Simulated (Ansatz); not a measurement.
PbO2 under several functionals and dispersion corrections (calculated)

Starting cell:

```cif
data_structure
_symmetry_space_group_name_H-M 'P 1'
_symmetry_Int_Tables_number 1
_cell_length_a 4.9312
_cell_length_b 4.9312
_cell_length_c 3.4245
_cell_angle_alpha 90.000
_cell_angle_beta 90.000
_cell_angle_gamma 90.000
_cell_volume 83.27
loop_
_atom_site_label
_atom_site_type_symbol
_atom_site_fract_x
_atom_site_fract_y
_atom_site_fract_z
_atom_site_occupancy
Pb1 Pb 0.00000 0.00000 0.00000 1
Pb2 Pb 0.50000 0.50000 0.50000 1
O1 O 0.30703 0.30703 0.00000 1
O2 O 0.80703 0.19297 0.50000 1
O3 O 0.19297 0.80703 0.50000 1
O4 O 0.69297 0.69297 0.00000 1
```

Ansatz, plane waves and PAW, scalar-relativistic (no spin–orbit coupling), 6×6×8 k-mesh. No spin polarisation. In the setting of the table the starting cell (space group P4_2/mnm) has 4.931 × 4.931 × 3.424 Å. Each functional was followed to zero pressure with shape and atoms relaxed, then fitted over four more volumes within ±4 % of it.

Question: What cell, stiffness and gap does each give?

Answer: 
```json
{"functional": "r2SCAN + D4", "V0 (Å³/atom)": "14.00", "cell": "4.968 × 4.968 × 3.403 Å", "B0 (GPa)": "139", "B′ from the pressures": "5.8", "gap on the mesh": "0.10 eV", "cutoff (eV)": "500"}
{"functional": "LDA", "V0 (Å³/atom)": "13.77", "cell": "4.938 × 4.938 × 3.388 Å", "B0 (GPa)": "140", "B′ from the pressures": "–", "gap on the mesh": "0.11 eV", "cutoff (eV)": "420"}
```

The volumes span 1.7 %, from LDA to r2SCAN + D4, while B0 hardly moves (139 to 140 GPa). B′ is left blank where a third-order fit to these five points leaves it in doubt. Of 3 runs of this kind 1 is left out: 1 is in doubt (a loose fit, a gap or moment that comes and goes along the fit, no cell at zero pressure, a state that may not be the lowest or a known fault).

Caveats: gaps at these levels are rough, and mostly too small.

Points behind the fit for r2SCAN + D4:

```tsv
V (Å³/atom)	E − Emin (meV/atom)	P (GPa)
13.434	10.93	6.49
13.714	2.68	3.06
13.994	0.00	0.06
14.274	2.21	-2.56
14.554	8.65	-4.84
```
